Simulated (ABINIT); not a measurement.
# Ta: equation of state with BLYP+D4

**Experimental background.**

“Refinement of the equation of state of tantalum”, 2004, arxiv:cond-mat/0403080 quotes, for a bulk crystal of Ta: bulk modulus 194 GPa.

Crystal: Ta.

```
Ta
1.0
    -1.65128    1.65128    1.65128
     1.65128   -1.65128    1.65128
     1.65128    1.65128   -1.65128
Ta
1
Direct
  0.00000 0.00000 0.00000
```

| Item | Value |
| --- | --- |
| Program | ABINIT 10.8.3 (patched build) |
| Task | equation of state |
| Functional | BLYP |
| Dispersion | D4 |
| Potentials or basis | JTH PAW PBE v2.0 |
| Cutoff | 408 eV |
| k mesh | 11 × 11 × 11 |
| Occupations | fermi-dirac, width 0.05 eV |
| Spin | no spin polarisation |

| Property | Result |
| --- | --- |
| Equilibrium volume | 18.35 Å³/atom |
| Bulk modulus | 197 GPa |
| Pressure derivative of the bulk modulus | 3.7 (rough: it moves with the points fitted) |

Energy against volume, from the lowest point:
| volume (Å³/atom) | energy (meV/atom) |
| --- | --- |
| 16.930 | 76.56 |
| 17.290 | 41.57 |
| 17.650 | 17.18 |
| 18.010 | 3.72 |
| 18.371 | 0.00 |
| 18.731 | 4.51 |
| 19.091 | 17.01 |

Run time: 50 s on 1 thread of Arm Neoverse V2 (shared host), peak memory 0.09 GiB.

Against the measured bulk modulus of Ta, 194 GPa (quoted in “Refinement of the equation of state of tantalum”, 2004, arxiv:cond-mat/0403080), the calculated 197 GPa is off by +1.6 %. The fit is for a static lattice scaled at fixed shape and fixed fractional positions.

Caveat: the cutoff is too short for stress, so the log's stress isn't used; pressures at fixed basis lie under the slope of the energies; the log and the count of SCF iterations are those of the last ABINIT call alone; the PAW data sets were made with another functional, which shifts forces and pressure a little. Spin-orbit coupling is left out, which matters for the levels of Ta.
